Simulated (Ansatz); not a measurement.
Te2Mo:

```
Te Mo
1.0
     6.33000    0.00000    0.00000
     0.00000    3.46900    0.00000
    -0.94679    0.00000   13.82762
Te Mo
8 4
Direct
  0.94370 0.75000 0.60450
  0.05630 0.25000 0.39550
  0.90300 0.25000 0.85140
  0.09700 0.75000 0.14860
  0.41120 0.75000 0.89550
  0.58880 0.25000 0.10450
  0.44320 0.25000 0.64840
  0.55680 0.75000 0.35160
  0.81670 0.75000 0.99260
  0.18330 0.25000 0.00740
  0.68190 0.25000 0.49340
  0.31810 0.75000 0.50660
```

- Program: Ansatz 0.2.0
- Task: relaxation of cell and atoms
- Functional: PBEsol
- Potentials or basis: Ansatz PAW
- Cutoff: 420 eV (not typed: the program's choice for these potentials)
- k mesh: 4 × 8 × 2
- Occupations: fermi-dirac, width 0.05 eV
- Spin: no spin polarisation

At the start: volume 25.30 Å³/atom.

Q: How do energy, volume and symmetry change on relaxing?

A: It ends after 6 steps and the volume is 24.75 Å³/atom (-2.2 %); space group P2_1/m (No. 11, to 0.05 Å).

The path:
| step | energy change (eV) | largest force (eV/Å) | volume (Å³) |
| --- | --- | --- | --- |
| 1 | 0.0000 | 0.2303 | 303.64 |
| 2 | -0.0304 | 0.0522 | 298.32 |
| 3 | -0.0320 | 0.0283 | 297.94 |
| 4 | -0.0330 | 0.0237 | 297.07 |
| 5 | -0.0334 | 0.0059 | 296.98 |
| 6 | -0.0321 | 0.0059 | 296.98 |

Final structure:
```
Te Mo
1.0
     6.33046    0.00000    0.05571
     0.00000    3.45511    0.00000
    -0.82516    0.00000   13.57055
Te Mo
8 4
Direct
  0.94133 0.75000 0.60398
  0.05867 0.25000 0.39602
  0.90849 0.25000 0.84899
  0.09151 0.75000 0.15101
  0.41667 0.75000 0.89631
  0.58333 0.25000 0.10369
  0.43807 0.25000 0.65068
  0.56193 0.75000 0.34932
  0.81837 0.75000 0.99269
  0.18163 0.25000 0.00731
  0.68007 0.25000 0.49353
  0.31993 0.75000 0.50647
```

Caveat: the plane-wave basis is chosen anew once the cell has moved, so the energies of steps on either side of that aren't comparable; the PAW data sets come from PBE, with cores solved anew for the run's functional, which leaves a small shift of forces and pressure.
